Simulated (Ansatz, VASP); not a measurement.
**MgS: VASP beside Ansatz**

```
CELL_PARAMETERS angstrom
2.55085 2.55085 0.00000
-2.55085 2.55085 0.00000
0.00000 2.55085 2.55085
ATOMIC_POSITIONS crystal
Mg 0.00000 0.00000 0.00000
S 0.50000 0.50000 0.00000
```

Alike in both runs: task single point; functional PBEsol; k mesh 8 × 8 × 8; no spin polarisation.

```csv
,VASP,Ansatz
version,VASP 6.6.1,Ansatz 0.2.0
potentials or method,"VASP PAW PBE potentials, release 64 (Mg, S), cutoff 520 eV","all-electron LAPW, scalar-relativistic"
occupations,"gaussian, width 0.01 eV",fixed
```

Ansatz gave:

- gap on the k mesh at the Fermi level (eV): 2.82
- pressure (GPa): 4.0

**Question.** Which values does VASP return?

**Answer.** gap on the k mesh at the Fermi level (eV): 2.82; pressure (GPa): 3.8.

Ansatz ran all-electron here, so the differences hold the error of VASP's frozen core and of both bases.

Caveats: the PAW data sets were made with another functional, which shifts forces and pressure a little (VASP). A k mesh can miss the band edges. As with any semilocal functional, this PBEsol gap is likely too small.
